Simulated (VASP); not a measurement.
Write the native input for VASP 6.6.1 that does the following.

- Task: relaxation of cell and atoms
- Functional: r2SCAN
- Potentials or basis: VASP PAW PBE potentials, release 64 (Ta_pv)
- Cutoff: 600 eV
- k mesh: 16 × 16 × 16
- Occupations: methfessel-paxton, width 0.1 eV
- Spin: no spin polarisation
- Target pressure: 50.2 GPa
- Further INCAR settings: ALGO = Normal; EDIFF = 1e-06; IBRION = 2; EDIFFG = -0.01; NSW = 90; ISIF = 3
- Target pressure: 50.2 GPa

The structure of Ta lies in POSCAR:

```
Ta
1.0
   -1.6512800000      1.6512800000      1.6512800000
    1.6512800000     -1.6512800000      1.6512800000
    1.6512800000      1.6512800000     -1.6512800000
Ta
1
Direct
    0.0000000000      0.0000000000      0.0000000000
```

One way to write it, as run:

INCAR

```
SYSTEM = Ta
PREC = Accurate
ENCUT = 600
EDIFF = 1E-6
ISMEAR = 1
SIGMA = 0.1
LREAL = .FALSE.
LASPH = .TRUE.
NELM = 80
ALGO = Normal
ISIF = 3
LWAVE = .FALSE.
LCHARG = .FALSE.
METAGGA = R2SCAN
LMIXTAU = .TRUE.
IBRION = 2
NSW = 90
EDIFFG = -0.01
PSTRESS = 502.0
```

KPOINTS

```
Automatic mesh
0
G
  16 16 16
  0 0 0
```

Potentials or basis: VASP PAW PBE potentials, release 64 (Ta_pv).

The run is started by

```bash
$ cat potpaw_PBE.64/Ta_pv/POTCAR > POTCAR
$ mpirun -np 1 vasp_std > vasp.out
```

It gave:

```yaml
Relaxed_volume: 15.12 Å³/atom
Relaxed_cell: a = 2.698 Å, b = 2.698 Å, c = 2.698 Å, α = 109.47°, β = 109.47°, γ = 109.47°
Space_group_after_relaxing_to_0.05_Å: Im-3m (No. 229)
Energy_change_on_relaxing_the_enthalpy_is_what_falls: +410.8 meV/atom
Ionic_steps: 17
Pressure_after_relaxing: 50.2 GPa
Band_gap_on_the_k_mesh: none (metal or under the smearing width)
```

Caveat: the cell is relaxed towards a set pressure, so the enthalpy falls and the energy may rise; the volume moved by over 15 % at a fixed basis, so the end points are rough; the PAW data sets were made with another functional, which shifts forces and pressure a little.

Run time: 4.4 min on 1 thread of Intel(R) Xeon(R) 6975P-C (Granite Rapids), on a shared host, peak memory 0.19 GiB.
